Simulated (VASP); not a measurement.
# ZnS (F-43m) in VASP: further runs

The runs below take ZnS through dielectric tensor, with PBE.

All numbers are computed with VASP 6.6.1; they aren't measurements. Logs are shortened: lines on timing, memory, paths and dates and some standing lists are left out, and cuts for length are marked.

## (1) The structure

Symmetry: F-43m, No. 216, cubic system. Conventional cell: a = 5.404 Å, b = 5.404 Å, c = 5.404 Å, α = 90.00°, β = 90.00°, γ = 90.00°. Around Zn (site symmetry -43m) lie 4 S at 2.34 Å. Around S (site symmetry -43m) lie 4 Zn at 2.34 Å.

## (2) Dielectric tensor, PBE

INCAR

```
PREC     = Accurate       # precision mode
ENCUT    = 350            # plane-wave cutoff, eV
EDIFF    = 1E-6           # SCF threshold, eV
ISMEAR   = 0              # smearing method
SIGMA    = 0.01           # smearing width, eV
LREAL    = F              # projectors in reciprocal space
LASPH    = T              # aspherical terms in the spheres
NELM     = 100            # most SCF steps
ALGO     = Normal         # electronic algorithm
ISIF     = 2              # what is computed and relaxed
LWAVE    = F              # write WAVECAR
LCHARG   = F              # write CHGCAR
GGA      = PE             # functional
LEPSILON = T              # dielectric tensor by DFPT
```

KPOINTS

```
regular mesh
0
Gamma
  8 8 8
```

POSCAR

```
ZnS
1.0
    0.0000000000      2.7020000000      2.7020000000
    2.7020000000      0.0000000000      2.7020000000
    2.7020000000      2.7020000000      0.0000000000
Zn S
1 1
Direct
    0.7500000000      0.7500000000      0.7500000000
    0.0000000000      0.0000000000      0.0000000000
```

Potentials or basis: VASP PAW PBE potentials, release 64 (Zn, S).

The run is started by

```
$ cat potpaw_PBE.64/Zn/POTCAR potpaw_PBE.64/S/POTCAR > POTCAR
$ mpirun -np 1 vasp_std > vasp.out
```

OUTCAR:

```text
PREC = Accurate
   ENCUT = 350
   EDIFF = 1E-6
   ISMEAR = 0
   LREAL = F
   LASPH = T
   NELM = 100
   ISIF = 2
   GGA = PE
   LEPSILON = T

 Found     29 irreducible k-points:

 Following reciprocal coordinates:
            Coordinates               Weight
  0.000000  0.000000  0.000000      1.000000
  0.125000  0.000000  0.000000      8.000000
  0.250000  0.000000  0.000000      8.000000
  0.375000  0.000000  0.000000      8.000000
  0.500000  0.000000  0.000000      4.000000
  0.125000  0.125000  0.000000      6.000000
   k-points           NKPTS =     29   k-points in BZ     NKDIM =     29   number of bands    NBANDS=     13
   number of dos      NEDOS =    301   number of ions     NIONS =      2
   total plane-waves  NPLWV =  13824
   dimension x,y,z NGX =    24 NGY =   24 NGZ =   24
   dimension x,y,z NGXF=    48 NGYF=   48 NGZF=   48
   ions per type =               1   1
   NGX,Y,Z   is equivalent  to a cutoff of  10.44, 10.44, 10.44 a.u.
   NGXF,Y,Z  is equivalent  to a cutoff of  20.88, 20.88, 20.88 a.u.
 SYSTEM =  unknown system
   PREC   = accura    normal or accurate (medium, high low for compatibility)
   ISTART =      0    job   : 0-new  1-cont  2-samecut
   ICHARG =      2    charge: 1-file 2-atom 10-const
   ISPIN  =      1    spin polarized calculation?
   LNONCOLLINEAR =      F non collinear calculations
   LSORBIT =      F    spin-orbit coupling
   LASPH  =      T    aspherical Exc in radial PAW
   ENCUT  =  350.0 eV  25.72 Ry    5.07 a.u.   5.83  5.83  5.83*2*pi/ulx,y,z
   NELM   =    100;   NELMIN=  2; NELMDL= -5     # of ELM steps
   EDIFF  = 0.1E-05   stopping-criterion for ELM
   LREAL  =      F    real-space projection
   EDIFFG = 0.1E-04   stopping-criterion for IOM
   NSW    =      0    number of steps for IOM
   IBRION =     -1    ionic relax: 0-MD 1-quasi-New 2-CG
   NFREE  =      0    steps in history (QN), initial steepest desc. (CG)
   ISIF   =      2    stress and relaxation
   ISYM   =      2    0-nonsym 1-usesym 2-fastsym
   POTIM  = 0.5000    time-step for ionic-motion
   TEBEG  =    0.0;   TEEND  =   0.0 temperature during run
   PSTRESS=    0.0 pullay stress
   NELECT =      18.0000    total number of electrons
   NUPDOWN=      -1.0000    fix difference up-down
   EMIN   =  10.00;   EMAX   =-10.00  energy-range for DOS
   EFERMI =   0.00;   METHOD = LEGACY
   ISMEAR =     0;   SIGMA  =   0.01  broadening in eV -4-tet -1-fermi 0-gaus
   EFERMI_NEDOS =   21; number of points for ismear=-14 and -15
   IALGO  =     38    algorithm
   IMIX   =      4    mixing-type and parameters
     AMIX     =   0.40;   BMIX     =  1.00
     AMIX_MAG =   1.60;   BMIX_MAG =  1.00
  volume/ion in A,a.u.               =      19.73       133.12
[... 145 lines left out ...]
      0.00000      0.00000      0.00000         0.000000      0.000000      0.000000
 -----------------------------------------------------------------------------------
    total drift:                               -0.000001     -0.000001     -0.000002

  FREE ENERGIE OF THE ION-ELECTRON SYSTEM (eV)
  ---------------------------------------------------
  free  energy   TOTEN  =        -6.8454782865 eV

  energy  without entropy=       -6.8454782865  energy(sigma->0) =       -6.84547829

 HEAD OF MICROSCOPIC STATIC DIELECTRIC TENSOR (INDEPENDENT PARTICLE, excluding Hartree and local field effects)
 ------------------------------------------------------
           6.387782    -0.000000     0.000000
           0.000000     6.387782     0.000000
           0.000000     0.000000     6.387782
 ------------------------------------------------------

 Free energy of the ion-electron system (eV)
  ---------------------------------------------------
  ---------------------------------------------------
  free energy    TOTEN  =        -0.58997666 eV

  energy without entropy =       -0.58997666

------------------------ aborting loop because EDIFF is reached ----------------------------------------

--------------------------------------- Ionic step        2  -------------------------------------------

------------------------ aborting loop because EDIFF is reached ----------------------------------------

--------------------------------------- Ionic step        3  -------------------------------------------

 Free energy of the ion-electron system (eV)
  ---------------------------------------------------
  ---------------------------------------------------
  free energy    TOTEN  =        -0.58997663 eV

  energy without entropy =       -0.58997663

------------------------ aborting loop because EDIFF is reached ----------------------------------------

 PIEZOELECTRIC TENSOR FIELD DIRECTION 3  (e Angst)
 -----------------------------------------------------------------------------
    -0.00029 -1.66383  0.00000           ( -0.00000  0.02092  0.00000)
    -1.66383 -0.00029  0.00000           (  0.02092 -0.00000  0.00000)
     0.00000  0.00000 -0.00087           (  0.00000  0.00000 -0.00000)

 PIEZOELECTRIC TENSOR FIELD DIRECTION 3  (C/m^2)
 -----------------------------------------------------------------------------
    -0.00012 -0.67567  0.00000
    -0.67567 -0.00012  0.00000
     0.00000  0.00000 -0.00035

 MACROSCOPIC STATIC DIELECTRIC TENSOR (including local field effects in DFT)
 ------------------------------------------------------
           6.003585     0.000000    -0.000000
           0.000000     6.003585     0.000000
           0.000000     0.000000     6.003585
 ------------------------------------------------------

 PIEZOELECTRIC TENSOR (including local field effects)  for field in x, y, z        (e  Angst)
          XX          YY          ZZ          XY          YZ          ZX
  --------------------------------------------------------------------------------
  x     0.00000     0.00000     0.00000     0.00000    -1.67869     0.00000
  y    -0.00000    -0.00000     0.00000     0.00000     0.00000    -1.67869
  z     0.00000     0.00000     0.00000    -1.67869     0.00000     0.00000

 PIEZOELECTRIC TENSOR (including local field effects)  for field in x, y, z        (C/m^2)
          XX          YY          ZZ          XY          YZ          ZX
  --------------------------------------------------------------------------------
  x     0.00000     0.00000     0.00000     0.00000    -0.68170     0.00000
  y    -0.00000    -0.00000     0.00000     0.00000     0.00000    -0.68170
  z     0.00000     0.00000     0.00000    -0.68170     0.00000     0.00000

 BORN EFFECTIVE CHARGES (including local field effects) (in |e|, cummulative output)
 ---------------------------------------------------------------------------------
 ion    1
    1     2.01520     0.00000     0.00000
    2     0.00000     2.01520     0.00000
    3     0.00000     0.00000     2.01520
 ion    2
    1    -2.01520     0.00000     0.00000
    2     0.00000    -2.01520     0.00000
    3     0.00000     0.00000    -2.01520
```

Wall time 64 s (1 thread of Intel Xeon Platinum 8488C (Sapphire Rapids), shared host); peak memory 0.19 GiB.

The run converged, but some of its settings lie outside the range that counts as converged, so its numbers aren't taken as properties of the crystal.

What came out:

- Band gap on the k mesh: 2.11 eV, direct
- Electronic dielectric tensor (diagonal): 6.00
- Born charges (mean of the diagonal): Zn +2.02; S -2.02 e

## (3) Dielectric tensor, PBE

Edit INCAR of step 2 so:

```diff
@@ -1,4 +1,4 @@
-PREC     = Accurate       # precision mode
+PREC     = Normal         # precision mode
 ENCUT    = 350            # plane-wave cutoff, eV
-EDIFF    = 1E-6           # SCF threshold, eV
+EDIFF    = 1E-8           # SCF threshold, eV
 ISMEAR   = 0              # smearing method
```

KPOINTS is that of step 2.

POSCAR is that of step 2.

Potentials or basis: VASP PAW PBE potentials, release 64 (Zn, S).

The run is started by

```
$ cat potpaw_PBE.64/Zn/POTCAR potpaw_PBE.64/S/POTCAR > POTCAR
$ mpirun -np 1 vasp_std > vasp.out
```

OUTCAR:

```text
PREC = Normal
   ENCUT = 350
   EDIFF = 1E-8
   ISMEAR = 0
   LREAL = F
   LASPH = T
   NELM = 100
   ISIF = 2
   GGA = PE
   LEPSILON = T

 Found     29 irreducible k-points:

 Following reciprocal coordinates:
            Coordinates               Weight
  0.000000  0.000000  0.000000      1.000000
  0.125000  0.000000  0.000000      8.000000
  0.250000  0.000000  0.000000      8.000000
  0.375000  0.000000  0.000000      8.000000
  0.500000  0.000000  0.000000      4.000000
  0.125000  0.125000  0.000000      6.000000
   k-points           NKPTS =     29   k-points in BZ     NKDIM =     29   number of bands    NBANDS=     13
   number of dos      NEDOS =    301   number of ions     NIONS =      2
   total plane-waves  NPLWV =   5832
   dimension x,y,z NGX =    18 NGY =   18 NGZ =   18
   dimension x,y,z NGXF=    36 NGYF=   36 NGZF=   36
   ions per type =               1   1
   NGX,Y,Z   is equivalent  to a cutoff of   7.83,  7.83,  7.83 a.u.
   NGXF,Y,Z  is equivalent  to a cutoff of  15.66, 15.66, 15.66 a.u.
 SYSTEM =  unknown system
   PREC   = normal    normal or accurate (medium, high low for compatibility)
   ISTART =      0    job   : 0-new  1-cont  2-samecut
   ICHARG =      2    charge: 1-file 2-atom 10-const
   ISPIN  =      1    spin polarized calculation?
   LNONCOLLINEAR =      F non collinear calculations
   LSORBIT =      F    spin-orbit coupling
   LASPH  =      T    aspherical Exc in radial PAW
   ENCUT  =  350.0 eV  25.72 Ry    5.07 a.u.   5.83  5.83  5.83*2*pi/ulx,y,z
   NELM   =    100;   NELMIN=  2; NELMDL= -5     # of ELM steps
   EDIFF  = 0.1E-07   stopping-criterion for ELM
   LREAL  =      F    real-space projection
   EDIFFG = 0.1E-06   stopping-criterion for IOM
   NSW    =      0    number of steps for IOM
   IBRION =     -1    ionic relax: 0-MD 1-quasi-New 2-CG
   NFREE  =      0    steps in history (QN), initial steepest desc. (CG)
   ISIF   =      2    stress and relaxation
   ISYM   =      2    0-nonsym 1-usesym 2-fastsym
   POTIM  = 0.5000    time-step for ionic-motion
   TEBEG  =    0.0;   TEEND  =   0.0 temperature during run
   PSTRESS=    0.0 pullay stress
   NELECT =      18.0000    total number of electrons
   NUPDOWN=      -1.0000    fix difference up-down
   EMIN   =  10.00;   EMAX   =-10.00  energy-range for DOS
   EFERMI =   0.00;   METHOD = LEGACY
   ISMEAR =     0;   SIGMA  =   0.01  broadening in eV -4-tet -1-fermi 0-gaus
   EFERMI_NEDOS =   21; number of points for ismear=-14 and -15
   IALGO  =     38    algorithm
   IMIX   =      4    mixing-type and parameters
     AMIX     =   0.40;   BMIX     =  1.00
     AMIX_MAG =   1.60;   BMIX_MAG =  1.00
  volume/ion in A,a.u.               =      19.73       133.12
  Fermi-wavevector in a.u.,A,eV,Ry     =   1.260290  2.381602 21.610537  1.588330
  Thomas-Fermi vector in A             =   2.393807
   LORBIT       =      0    0 simple, 1 ext, 2 COOP (PROOUT), +10 PAW based schemes
   GGA     = PE    functional components
   LHFCALC =     F    Hartree Fock is set to
   AEXX    =    0.0000 exact exchange contribution
   IVDW    =     0    specifies the selected vdW correction
   LEPSILON=     T    determine dielectric tensor
   LRPA    =     F    only Hartree local field effects (RPA)
 non-spin polarized calculation
[... 109 lines left out ...]
     11       7.7933      0.00000
     12       9.1350      0.00000
     13       9.1352      0.00000

 [... further k-points ...]

  FORCE on cell =-STRESS in cart. coord.  units (eV):
  Direction    XX          YY          ZZ          XY          YZ          ZX
  --------------------------------------------------------------------------------------
  -------------------------------------------------------------------------------------
  Total        0.3750108      0.3750108      0.3750108     -0.0000000      0.0000000      0.0000000
  in kB       15.2288930     15.2288930     15.2288930     -0.0000000      0.0000000      0.0000000
  external PRESSURE =      15.2288930 kB  Pullay stress =       0.0000000 kB

 VOLUME and BASIS-vectors are now :
 -----------------------------------------------------------------------------
  energy-cutoff  :      350.00
  volume of cell :       39.45
      direct lattice vectors                 reciprocal lattice vectors
     0.000000000  2.702000000  2.702000000    -0.185048113  0.185048113  0.185048113
     2.702000000  0.000000000  2.702000000     0.185048113 -0.185048113  0.185048113
     2.702000000  2.702000000  0.000000000     0.185048113  0.185048113 -0.185048113

 POSITION                                       TOTAL-FORCE (eV/Angst)
 -----------------------------------------------------------------------------------
      4.05300      4.05300      4.05300         0.000000      0.000000      0.000000
      0.00000      0.00000      0.00000        -0.000000     -0.000000     -0.000000
 -----------------------------------------------------------------------------------
    total drift:                               -0.000020     -0.000020     -0.000026

  FREE ENERGIE OF THE ION-ELECTRON SYSTEM (eV)
  ---------------------------------------------------
  free  energy   TOTEN  =        -6.8456093505 eV

  energy  without entropy=       -6.8456093505  energy(sigma->0) =       -6.84560935

 HEAD OF MICROSCOPIC STATIC DIELECTRIC TENSOR (INDEPENDENT PARTICLE, excluding Hartree and local field effects)
 ------------------------------------------------------
           6.387746     0.000000     0.000000
           0.000000     6.387746     0.000000
           0.000000    -0.000000     6.387746
 ------------------------------------------------------

 Free energy of the ion-electron system (eV)
  ---------------------------------------------------
  ---------------------------------------------------
  free energy    TOTEN  =        -0.58867075 eV

  energy without entropy =       -0.58867075

------------------------ aborting loop because EDIFF is reached ----------------------------------------

--------------------------------------- Ionic step        2  -------------------------------------------

------------------------ aborting loop because EDIFF is reached ----------------------------------------

--------------------------------------- Ionic step        3  -------------------------------------------

 Free energy of the ion-electron system (eV)
  ---------------------------------------------------
  ---------------------------------------------------
  free energy    TOTEN  =        -0.58867086 eV

  energy without entropy =       -0.58867086

------------------------ aborting loop because EDIFF is reached ----------------------------------------

 PIEZOELECTRIC TENSOR FIELD DIRECTION 3  (e Angst)
 -----------------------------------------------------------------------------
    -0.00035 -1.66388  0.00000           ( -0.00001  0.02093  0.00000)
    -1.66388 -0.00035  0.00000           (  0.02093 -0.00001  0.00000)
     0.00000  0.00000 -0.00084           (  0.00000  0.00000 -0.00001)

 PIEZOELECTRIC TENSOR FIELD DIRECTION 3  (C/m^2)
 -----------------------------------------------------------------------------
    -0.00014 -0.67569  0.00000
    -0.67569 -0.00014  0.00000
     0.00000  0.00000 -0.00034

 MACROSCOPIC STATIC DIELECTRIC TENSOR (including local field effects in DFT)
 ------------------------------------------------------
           6.003589    -0.000000     0.000000
          -0.000000     6.003589     0.000000
          -0.000000     0.000000     6.003589
 ------------------------------------------------------

 PIEZOELECTRIC TENSOR (including local field effects)  for field in x, y, z        (e  Angst)
          XX          YY          ZZ          XY          YZ          ZX
  --------------------------------------------------------------------------------
  x     0.00000    -0.00000     0.00000     0.00000    -1.67875     0.00000
  y    -0.00000    -0.00000     0.00000     0.00000     0.00000    -1.67875
  z     0.00000    -0.00000     0.00000    -1.67875     0.00000     0.00000

 PIEZOELECTRIC TENSOR (including local field effects)  for field in x, y, z        (C/m^2)
          XX          YY          ZZ          XY          YZ          ZX
  --------------------------------------------------------------------------------
  x     0.00000    -0.00000     0.00000     0.00000    -0.68173     0.00000
  y    -0.00000    -0.00000     0.00000     0.00000     0.00000    -0.68173
  z     0.00000    -0.00000     0.00000    -0.68173     0.00000     0.00000

 BORN EFFECTIVE CHARGES (including local field effects) (in |e|, cummulative output)
 ---------------------------------------------------------------------------------
 ion    1
    1     2.01545     0.00000     0.00000
    2     0.00000     2.01545     0.00000
    3     0.00000     0.00000     2.01545
 ion    2
    1    -2.01545     0.00000     0.00000
    2     0.00000    -2.01545     0.00000
    3     0.00000     0.00000    -2.01545
```

Wall time 62 s (1 thread of Intel Xeon Platinum 8488C (Sapphire Rapids), shared host); peak memory 0.17 GiB.

The run converged, but some of its settings lie outside the range that counts as converged, so its numbers aren't taken as properties of the crystal.

Results:

```
Band gap on the k mesh                  : 2.11 eV, direct
Electronic dielectric tensor (diagonal) : 6.00
Born charges (mean of the diagonal)     : Zn +2.02; S -2.02 e
```
